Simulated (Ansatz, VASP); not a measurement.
# One calculation of AlN, two programs

Contents of INCAR:

```
PREC = Accurate
ENCUT = 520
EDIFF = 1E-6
ISMEAR = 0
SIGMA = 0.05
LREAL = False
LASPH = True
NELM = 60
ALGO = Normal
ISIF = 2
LWAVE = False
LCHARG = False
GGA = PE
NBANDS = 16
```

File KPOINTS:

```
regular mesh
0
Gamma
  9 9 6
```

POSCAR

```
AlN
1.0
    3.3134793403      0.0000000000      0.0000000000
   -1.6567396702      2.8695572836      0.0000000000
    0.0000000000      0.0000000000      4.0620000000
Al N
2 2
Direct
    0.3333333333      0.6666666667      0.7500000000
    0.6666666667      0.3333333333      0.2500000000
    0.3333333333      0.6666666667      0.2500000000
    0.6666666667      0.3333333333      0.7500000000
```

Input for Ansatz:

```yaml
crystal:
  lattice:
    - [3.3134793403, 0.0, 0.0]
    - [-1.6567396702, 2.8695572836, 0.0]
    - [0.0, 0.0, 4.062]
  atoms:
    - { symbol: Al, position: [0.3333333333, 0.6666666667, 0.75] }
    - { symbol: Al, position: [0.6666666667, 0.3333333333, 0.25] }
    - { symbol: "N", position: [0.3333333333, 0.6666666667, 0.25] }
    - { symbol: "N", position: [0.6666666667, 0.3333333333, 0.75] }
basis:
  ecutwfc: 520.0
kpoints:
  mp_grid: { grid: [9, 9, 6] }
hamiltonian:
  xc: pbe
  pseudopotentials: { kind: paw, azcp: { folder: soft_1 } }
scf:
  occupations: { method: gaussian, width: 0.05 }
output:
  forces: true
  stress: true
  eigenvalues: true
```

Alike in both runs: task single point; functional PBE; k mesh 9 × 9 × 6; occupations gaussian, width 0.05 eV; no spin polarisation.

```csv
,VASP,Ansatz
version,VASP 6.6.1,Ansatz 0.2.0
potentials or method,"VASP PAW PBE potentials, release 64 (Al, N)","scalar-relativistic, plane waves, PAW"
plane-wave cutoff (eV),520,520
valence electrons in the cell,16,16
```

Ansatz gave:

- gap on the k mesh at the Fermi level (eV): 3.56
- least direct gap on the mesh (eV): 3.56
- pressure (GPa): 6.1
- largest component of the traceless stress (GPa): 3.66

Q: Estimate VASP's values.

A: gap on the k mesh at the Fermi level (eV): 3.57; least direct gap on the mesh (eV): 3.57; pressure (GPa): 6.0; largest component of the traceless stress (GPa): 3.80.

A hybrid or GW would open this gap; PBE tends to underestimate it.
